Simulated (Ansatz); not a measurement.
## Eigenvalues along a path: Cu (simple hexagonal type)

```
CELL_PARAMETERS angstrom
1.92272 0.00000 0.00000
-0.96136 1.66512 0.00000
0.00000 0.00000 1.82877
ATOMIC_POSITIONS crystal
Cu 0.00000 0.00000 0.00000
```

The cell comes from a relaxation on PAW files under the same functional, begun from a prototype that needn't be the stable phase.

All numbers are PBE results (scalar-relativistic) from Ansatz 0.2.0, with a Γ-centred 17×17×16 k mesh, Fermi–Dirac smearing of 0.05 eV, no spin polarisation. Methods: LAPW: all electrons, basis error target 1 meV/atom.

This run: volume at 0.45 of the series' base cell.

Path points, in fractions of the reciprocal vectors: Γ (0.000, 0.000, 0.000), M (0.500, 0.000, 0.000), K (0.333, 0.333, 0.000), A (0.000, 0.000, 0.500), L (0.500, 0.000, 0.500), H (0.333, 0.333, 0.500). Levels in eV from the Fermi level; bands 5 to 11, counted from the lowest band of the run. The gap is zero, the pressure 661.6 GPa.

```
# k(1/Å) point b5 b6 b7 b8 b9 b10 b11
0.000 Γ -16.26 -10.74 -7.00 -7.00 -2.47 -2.47 27.10
0.472 - -15.32 -10.43 -7.52 -6.39 -2.94 -2.56 25.63
0.943 - -13.03 -9.94 -7.98 -4.81 -3.96 -2.75 19.06
1.415 - -11.81 -9.60 -5.91 -4.88 -3.00 -2.95 12.11
1.887 M -11.96 -9.13 -5.23 -3.82 -3.02 -2.16 8.58
2.159 - -11.66 -9.09 -5.17 -4.98 -3.15 -0.80 8.55
2.431 - -10.84 -8.99 -6.48 -4.99 -3.49 1.32 8.45
2.704 - -9.74 -8.88 -7.76 -4.71 -3.94 3.67 8.04
2.976 K -8.83 -8.73 -8.73 -4.37 -4.37 6.23 6.23
3.521 - -9.58 -9.39 -8.40 -4.72 -3.60 0.55 12.00
4.065 - -11.99 -9.38 -9.02 -4.16 -3.65 -2.97 18.58
4.610 - -15.01 -10.33 -7.71 -6.16 -3.06 -2.59 25.08
5.155 Γ -16.26 -10.74 -7.00 -7.00 -2.47 -2.47 27.10
5.584 - -15.50 -10.20 -6.89 -6.89 -2.88 -2.88 21.56
6.014 - -13.54 -8.73 -6.64 -6.64 -3.82 -3.82 14.40
6.443 - -11.28 -6.95 -6.38 -6.38 -4.68 -4.68 8.83
6.872 A -10.19 -6.27 -6.27 -6.03 -5.03 -5.03 6.50
7.344 - -9.34 -8.50 -6.60 -5.71 -5.22 -1.99 6.57
7.816 - -10.68 -8.72 -5.66 -5.61 -4.26 1.84 6.83
8.287 - -12.04 -9.56 -6.08 -2.66 -2.54 5.58 7.41
8.759 L -12.50 -9.95 -6.25 -1.94 -0.98 7.63 7.93
9.031 - -12.34 -9.63 -6.70 -2.50 -1.02 8.29 8.76
9.304 - -11.88 -8.75 -7.78 -3.75 -1.14 10.02 10.84
9.576 - -11.15 -9.06 -7.51 -5.12 -1.30 12.32 13.57
9.848 H -10.21 -10.21 -6.30 -6.30 -1.38 14.04 16.66
10.393 - -11.47 -8.08 -7.66 -5.62 -1.18 8.97 10.45
10.938 - -10.98 -7.62 -6.98 -6.29 -2.92 3.39 7.24
11.482 - -9.06 -8.87 -6.77 -5.45 -5.31 -1.39 6.60
12.027 A -10.19 -6.27 -6.27 -6.03 -5.03 -5.03 6.50
```
